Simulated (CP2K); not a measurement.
Si3N4: single point with PBE

Si3N4:

```
Si N
1.0
     4.13078    0.00000    0.00000
     0.00000    4.13078    0.00000
     0.00000    0.00000    4.13078
Si N
3 4
Direct
  0.00000 0.00000 0.50000
  0.50000 0.00000 0.00000
  0.00000 0.50000 0.00000
  0.23952 0.23952 0.76048
  0.76048 0.76048 0.76048
  0.23952 0.76048 0.23952
  0.76048 0.23952 0.23952
```

The cell was built by a generator and needn't be a form met in nature.

```json
{"Program": "CP2K 2026.2", "Task": "single point", "Functional": "PBE", "Potentials or basis": "GTH_POTENTIALS Si GTH-PBE-q4, N GTH-PBE-q5; DZVP-MOLOPT-SR-GTH basis", "Density cutoff": "6803 eV", "k mesh": "5 × 5 × 5", "Occupations": "fermi-dirac, width 0.05 eV", "Spin": "no spin polarisation"}
```

```json
{
 "Pressure": "-0.2 GPa",
 "Largest force": "0.054 eV/Å",
 "Band gap on the k mesh": "2.69 eV, indirect (least direct gap 2.86 eV)",
 "Mulliken charges": "Si +0.47; N -0.35 e"
}
```

Forces on the atoms (eV/Å):
```
Si   0.000  0.000  0.000
Si   0.000  0.000  0.000
Si   0.000  0.000  0.000
N    0.031  0.031 -0.031
N   -0.031 -0.031 -0.031
N    0.031 -0.031  0.031
N   -0.031  0.031  0.031
```

Levels at points of the mesh, in eV from the valence-band top:
```csv
k point,band 13,band 14,band 15,band 16,band 17,band 18,band 19,band 20
"(0.00, 0.00, 0.00)",-3.40,-0.17,-0.17,-0.17,2.69,2.69,2.69,4.96
```

Wall time 30 s on 1 thread of Arm Neoverse V2 (shared host), peak memory 0.35 GiB.

Caveat: Mulliken charges move with the basis; an odd mesh through Γ misses points on the zone boundary, where band edges often lie; the basis of atomic orbitals isn't converged, which shifts pressures, moduli and gaps.
